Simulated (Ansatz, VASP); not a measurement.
# TaO2: VASP beside Ansatz

Aim: how closely do two programs agree when they are given the same cell, functional and k mesh? Of the first pair: The structure shown is the start of the Ansatz relaxation below; VASP solves that cell, so the two are compared at the walk's first step.

Calculated with Ansatz 0.2.0; plane waves, with VASP 6.6.1 beside it; PBE.

## 1. The starting structure

The cell holds 3 atoms: 1 Ta and 2 O. Cell: a = 2.707 Å, b = 2.707 Å, c = 28.770 Å, α = 90.0°, β = 90.0°, γ = 60.0°. Vacuum lies along c. The height across the vacuum is the one that the program set for its solve, not the one typed.

## 2. Ansatz: relaxation, PBE

Ansatz runs on its default PAW (the set named soft_2) files.

The two programs are compared at the cell with which this relaxation starts, whose forces are those of its first step.

File input.yaml:

```yaml
crystal:
  lattice:
    - [2.70667368, 0.0, 0.0]
    - [1.35333684, 2.34404817, 0.0]
    - [0.0, 0.0, 19.04833333]
  atoms:
    - { symbol: Ta, position: [0.66666667, 0.66666667, 0.5] }
    - { symbol: O, position: [0.0, 0.0, 0.56523389] }
    - { symbol: O, position: [0.33333333, 0.33333333, 0.43476611] }
  periodic: [true, true, false]
kpoints:
  mp_grid: { grid: [11, 11, 1] }
scf:
  occupations: { method: fermi_dirac, width: 0.05 }
hamiltonian:
  xc: pbe
  pseudopotentials: { kind: paw }
output:
  forces: true
  stress: true
relax:
  f_tol: 0.02
  max_steps: 50
  cell: {}
```

The run is started by

```bash
> ansatz run input.yaml --threads 4 --pin off --max-ram 8192MiB --backend cpu --events-out ev --progress --plain --runs-dir out
```

Numbers of over 12 decimals in the logs are rounded to 6 here.

The program printed:

```text
Warning: crystal.periodic: the lattice vector that does not repeat stood 0.000° off the slab's normal, 19.048 Å along it as the deck builds it. The run solves the slab on a vector along the normal, 28.770 Å long, with every atom where it was (on the deck's vector they left 16.56 Å outside them, and the widest stretch free of ions among them is 1.24 Å). A fractional position that the run reports is one of the run's ce [...]
crystal.periodic: the lattice vector that does not repeat stood 0.000° off the slab's normal, 19.048 Å along it as the deck builds it. The run solves the slab on a vector along the normal, 28.770 Å long, with every atom where it was (on the deck's vector they left 16.56 Å outside them, and the widest stretch free of ions among them is 1.24 Å). A fractional position that the run reports is one of the run's cell, which [...]
Engine: ansatz 0.2.0, x86_64-unknown-linux-gnu
Pseudopotentials: kind: paw
Pseudopotential: Ta, paw, valence charge 13, recommended cutoff 420 eV (normal), Ta.paw.azcp
Pseudopotential: O, paw, valence charge 6, recommended cutoff 420 eV (normal), O.paw.azcp
Functional definition: PBE
  parameter kappa = 0.804
  parameter beta = 0.066725
  exchange = pbe_x(kappa = kappa, mu = beta*pi^2/3)
  correlation = pbe_c(beta = beta)
Crystal: 3 atoms, lattice volume = 182.536 Å³
Basis set: ecut = 420 eV, 3607 PW (Γ), exchange–correlation on 40×40×400 points (8 copies of the dense FFT grid, shifted against one another)
Bands: 17, of which v1, the nominal top of the filled ones, is band 13 counted from 1 (12 counted from 0)
Symmetry: 12 space group operations
Space group: P-3m1 (ITA 164), of the structure as read, at distance tolerance 5.7e-5 Å
k-points: 16 of 121
Non-local potential: Ta, projectors of the file, l = 0: 3, l = 1: 2, l = 2: 2, l = 3: 1
Non-local potential: O, projectors of the file, l = 0: 2, l = 1: 2, l = 2: 1
PAW form: soft (Blöchl's): semilocal exchange-correlation on the pseudo side does not see the compensation charge
PAW one-centre angular grid: Ta, 590 points (default); XC on 64 Gauss nodes
PAW one-centre angular grid: O, 110 points (default); XC on 64 Gauss nodes
Initial density: superposition of atomic densities (neutral atoms: chi_scale 0, normalization atom), corrected by the library's trained network
Initial wavefunctions: pseudopotential atomic-orbital guess
Functional: x = pbe(κ = 0.804, μ = 0.219515), c = pbe(β = 0.066725)
SCF iter   1: F=—  HF=-11067.473134 eV  |F-HF|=—  |Δ(HF+E_count)|=         —  Δρ=5.32e-3  dr2=4.05e-2  ethr=1.77e-3  ⟨swp⟩=13.6  Hψ=2664  notcnv=0
preconditioner: auto → LDOS  [insulator: Δε(μ)=0.113 eV  Ē_g=13.384 eV  σ=0.050 eV  W_gap=0.51  n_scr=16 (ndim 8)  ℏωp=11.3 eV  f_vac=0.811  D(μ)=1.84/eV (n_scr^D=12)  ε∞_Penn≈1.7  β→1.0]
[...]
SCF iter   7: F=—  HF=-11069.077336 eV  |F-HF|=—  |Δ(HF+E_count)|=   5.15e-8  Δρ=7.20e-7  dr2=9.86e-10  ethr=1.90e-11  ⟨swp⟩=3.2  Hψ=613  notcnv=0
SCF iter   8: F=—  HF=-11069.077336 eV  |F-HF|=—  |Δ(HF+E_count)|=  1.98e-10  Δρ=1.07e-7  dr2=2.61e-11  ethr=3.94e-12  ⟨swp⟩=3.4  Hψ=574  notcnv=0
SCF iter   9: F=-11069.077336 eV  HF=-11069.077336 eV  |F-HF|=3.64e-11  |Δ(HF+E_count)|=  4.84e-10  Δρ=1.89e-8  dr2=4.80e-13  ethr=1.00e-12  ⟨swp⟩=11.8  Hψ=1978  notcnv=0
SCF 7 converged in 9 iterations: F = -11069.077336 eV  dr2 = 4.80e-13
relax step   7: F+E_penalty+E_count = -11069.07733636 eV  Δ(F+E_penalty+E_count) = -1.275e-1 eV  max|allowed force component| = 1.595e-2 eV/Å  Δτ_max = 0.0000 Å  P = +2.576 N/m  Ω = 225.271 Å³  fix = [c, alpha, beta]  reactions: c +0.000 N/m  stress off target by 2.58e0 N/m on what of the cell is left free  SCF on the basis re-selected at this cell (its energy is not comparable with the rows above)  (9 SCF iters)
[...]
relax step   8: F+E_penalty+E_count = -11069.08864500 eV  Δ(F+E_penalty+E_count) = -1.131e-2 eV  max|allowed force component| = 5.777e-3 eV/Å  Δτ_max = 0.0147 Å  P = +0.510 N/m  Ω = 229.773 Å³  energy of the carried Pulay correction = -3.426e-3 eV  fix = [c, alpha, beta]  reactions: c +0.000 N/m  (5 SCF iters, dr2 threshold 3.00e-7 eV, accepted)
[...]
relax step   9: F+E_penalty+E_count = -11069.08826880 eV  Δ(F+E_penalty+E_count) = +3.762e-4 eV  max|allowed force component| = 2.179e-3 eV/Å  Δτ_max = 0.0049 Å  P = -0.021 N/m  Ω = 231.091 Å³  energy of the carried Pulay correction = -4.534e-3 eV  fix = [c, alpha, beta]  reactions: c -0.000 N/m  (5 SCF iters, dr2 threshold 3.00e-7 eV, accepted)
[...]
relax step  10: F+E_penalty+E_count = -11069.09311973 eV  Δ(F+E_penalty+E_count) = -4.851e-3 eV  max|allowed force component| = 1.366e-3 eV/Å  Δτ_max = 0.0000 Å  P = +0.025 N/m  Ω = 231.091 Å³  fix = [c, alpha, beta]  reactions: c +0.000 N/m  stress off target by 2.54e-2 N/m on what of the cell is left free  SCF on the basis re-selected at this cell (its energy is not comparable with the rows above)  (7 SCF iters)
basis re-selected at this cell: Δ(F+E_penalty+E_count) = -4.851e-3 eV, ΔP = +0.047 N/m vs the last step (what re-selecting the basis moved, of the pressure what is left beyond the Pulay correction that the steps carried, after the strain that the cell walked since its last selection, with what the two solves' SCF thresholds leave and, on support functions, any second-order correction that the steps lacked; it is no m [...]
SCF converged after 7 iterations
Free energy (F): -11069.093120 eV
Harris-Foulkes:  -11069.093120 eV  (|F-HF|=6.55e-11)
Internal energy: -11069.074729 eV  (E = F + TS)
E sigma→0 (E₀):  -11069.083924 eV
Entropy (-TS):   -0.018391 eV (-6.130 meV/atom)
Fermi energy:    -5.022654 eV
--- Per-component energies (eV) ---
  E_band       = -638.031474
  E_kinetic    = 714.782751
  E_local      = -44562.937661  (includes V_loc(G=0)·N_el)
  E_nonlocal   = 109.724270
  E_hartree    = 21837.825253
  E_xc         = -365.365510
  E_vxc        = -391.407983  (∫ρ·V_xc dr)
  E_paw        = -8712.358082  (= ΣΔE_a)
  E_vpaw       = -183.848410  (= ΣTr[D̂ρ^β])
  E_aug_tail   = 0.005104  (compensation charges beyond the density's cutoff)
  E_ewald      = 19909.249145
  E_smearing   = -0.018391  (= −TS)
  E_closure    = 0.000000  (closes the sum)
  Σ components = -11069.093120   (vs F -11069.093120, Δ=0.00e0)
--- Forces (eV/Å), atoms counted from 1 ---
  atom   1  Ta    -0.00000000    -0.00000000     0.00000000
  atom   2  O      0.00000000     0.00000000    -0.00136578
  atom   3  O      0.00000000    -0.00000000     0.00136578
  max |Σ_I F_I| component: 4.63e-18 eV/Å
--- 2D stress c σ (N/m, compression-positive) ---
        0.025374      -0.000000      -0.000000
       -0.000000       0.025374      -0.000000
       -0.000000      -0.000000       0.000000
  P = ½ c Tr σ = 0.0254 N/m
--- Relaxed structure (8 steps of the walk, 8 accepted, 2 SCFs on fresh bases) ---
  F+E_penalty+E_count = -11069.09311973 eV   max|allowed force component| = 1.366e-3 eV/Å   (the final SCF, on the basis selected at the relaxed cell)
  cell:  # Å, volume = 231.0914 Å³
    - [3.045466, 0, 0]
    - [1.522733, 2.637451, 0]
    - [0, 0, 28.770388]
  atoms:
    - { symbol: Ta, position: [0.666667, 0.666667, 0.331041] }
    - { symbol: O, position: [9.861276792030562e-19, -1.9722553584061124e-18, 0.369889] }
    - { symbol: O, position: [0.333333, 0.333333, 0.292193] }
```

## 3. VASP: single point, PBE, start cell, pair 1

The same cell, functional, mesh and smearing now go to VASP, with its own data sets.

Lines of VASP's logs that name or quote its potential files are left out, and so is its time.

File INCAR:

```
SYSTEM = TaO2
PREC = Accurate
ENCUT = 520
EDIFF = 1E-06
NELM = 120
ISMEAR = -1
SIGMA = 0.05
LREAL = .FALSE.
ALGO = Normal
GGA = PE
NBANDS = 17
LASPH = .TRUE.
LORBIT = 11
LWAVE = .FALSE.
LCHARG = .FALSE.
ISIF = 2
LDIPOL = .TRUE.
IDIPOL = 3
DIPOL = 0.5 0.5 0.331
LVHAR = .TRUE.
GGA_COMPAT = .FALSE.
NELMDL = -8
```

File POSCAR:

```
TaO2
1.0
    2.7066740000      0.0000000000      0.0000000000
    1.3533370000      2.3440480000      0.0000000000
    0.0000000000      0.0000000000     28.7703880000
Ta O
1 2
Direct
    0.6666665956      0.6666668089      0.3310406172
    0.9999999289      0.0000001422      0.3742307542
    0.3333332623      0.3333334756      0.2878504802
```

File KPOINTS:

```
Automatic mesh
0
Gamma
11 11 1
0 0 0
```

PAW data sets: Ta_pv and O (PBE family, release 64).

The run is started by

```bash
> mpirun -np 1 vasp_std
```

The program printed:

```text
[banner, memory and clock lines left out]
running    1 mpi-ranks, on    1 nodes
 distrk:  each k-point on    1 cores,    1 groups
 distr:  one band on    1 cores,    1 groups

 POSCAR found type information on POSCAR TaO
 POSCAR found :  2 types and       3 ions
 LDA part: xc-table for (Slater+PW92), standard interpolation
 POSCAR, INCAR and KPOINTS ok, starting setup
 FFT: planning ... GRIDC
 FFT: planning ... GRID_SOFT
 FFT: planning ... GRID
 WAVECAR not read
 entering main loop
       N       E                     dE             d eps       ncg     rms          rms(c)
DAV:   1     0.179040110494E+03    0.17904E+03   -0.11639E+04   672   0.103E+03
DAV:   2    -0.139652846385E+02   -0.19301E+03   -0.18606E+03   721   0.263E+02
DAV:   3    -0.308085305864E+02   -0.16843E+02   -0.16787E+02   716   0.848E+01
DAV:   4    -0.310216926966E+02   -0.21316E+00   -0.21261E+00   767   0.106E+01
DAV:   5    -0.310242000536E+02   -0.25074E-02   -0.25055E-02   748   0.114E+00
DAV:   6    -0.310242533963E+02   -0.53343E-04   -0.53322E-04   773   0.163E-01
DAV:   7    -0.310242549595E+02   -0.15632E-05   -0.15628E-05   751   0.254E-02
DAV:   8    -0.310242550155E+02   -0.55996E-07   -0.55592E-07   679   0.491E-03    0.370E+01
DAV:   9    -0.273310092354E+02    0.36932E+01   -0.25486E+01   658   0.411E+01    0.160E+01
DAV:  10    -0.272134255670E+02    0.11758E+00   -0.51851E+00   691   0.175E+01    0.107E+01
DAV:  11    -0.269768904467E+02    0.23654E+00   -0.97883E-01   715   0.856E+00    0.133E+00
DAV:  12    -0.269794632135E+02   -0.25728E-02   -0.38916E-02   713   0.172E+00    0.436E-01
DAV:  13    -0.269788365225E+02    0.62669E-03   -0.15140E-03   818   0.336E-01    0.150E-01
DAV:  14    -0.269786077162E+02    0.22881E-03   -0.24881E-04   821   0.112E-01    0.104E-01
[...]
DAV:  18    -0.269789316748E+02   -0.15680E-03   -0.12954E-05   757   0.214E-02    0.685E-03
DAV:  19    -0.269789919534E+02   -0.60279E-04   -0.34464E-06   730   0.939E-03    0.672E-03
DAV:  20    -0.269790431652E+02   -0.51212E-04   -0.40433E-06   716   0.795E-03    0.205E-03
DAV:  21    -0.269790559226E+02   -0.12757E-04   -0.53209E-07   684   0.397E-03    0.179E-03
DAV:  22    -0.269790640636E+02   -0.81410E-05   -0.20639E-07   664   0.207E-03    0.792E-04
DAV:  23    -0.269790666013E+02   -0.25377E-05   -0.30745E-08   644   0.890E-04    0.420E-04
DAV:  24    -0.269790685290E+02   -0.19277E-05   -0.18984E-08   631   0.604E-04    0.134E-04
DAV:  25    -0.269790689404E+02   -0.41147E-06   -0.19104E-09   514   0.238E-04
   1 F= -.26979069E+02 E0= -.26971936E+02  d E =-.142658E-01
```

[end of part 1 of 2]

[Lines on the potential files, build, host, timing and source positions are cut from VASP's logs without a mark.]

[Logs are printed without paths, hosts, clocks, repeated set-up lines and the standing remarks that a program may print on its own settings, such as how far it seeks lower states.]

[Hosts, paths, dates, database ids (printed as entryN), source tags and the programs' standing remarks are cut or masked in the printed files.]
